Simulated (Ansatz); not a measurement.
# WSe₂: the gap under strain

WSe₂, P6_3/mmc, a = 3.279 Å, c = 12.788 Å. Ansatz: PBE+D3(BJ), PAW, 420 eV, Γ-centred 12×12×2 mesh on 6 atoms, Gaussian smearing 0.02 eV; no spin polarisation. Series: biaxial strain in the a-b plane, c and atoms relaxed; x is the strain in per cent. The gap is sought over the whole zone.

```tsv
x (%)	gap y (eV)
-4.5	0.742
-3.0	0.846
-1.5	0.895
0.0	0.870
1.5	0.857
3.0	?
4.5	0.587
```

**Question.** Fit y = E0 + c1 x + c2 x² to the other rows, give the deformation potential for this strain, and predict the missing gap.

**Answer.** Least squares on the rows shown. y = 0.8906 − 0.01703 x − 0.01106 x². The deformation potential is 100 c1 = -1.70 eV per unit strain. The two rows next to zero alone give -1.28 eV per unit strain, the better figure for small strains. With a term in x³ added, the coefficient of x becomes -0.01503, 12 % less, which shows how far this figure hangs on the form. At x = 3.0 the fit asked for gives 0.740 eV. The run gave 0.813 eV, so the fit is 0.073 eV too low, 24 % of the span of the series, against an rms of 0.011 eV on the fitted rows. With a term in x³ added, a fit to the same known rows predicts 0.743 eV, no real gain. The records add, with no proof that it causes the miss: this run shares the points of its band edges only with the row at 4.5 %; in the others an edge lies at another point of the zone, so the fit mostly follows another valley.

Spin-orbit coupling is left out, which matters for the bands of heavy elements. Semilocal functionals give gaps under the measured ones; changes of the gap mostly carry over better.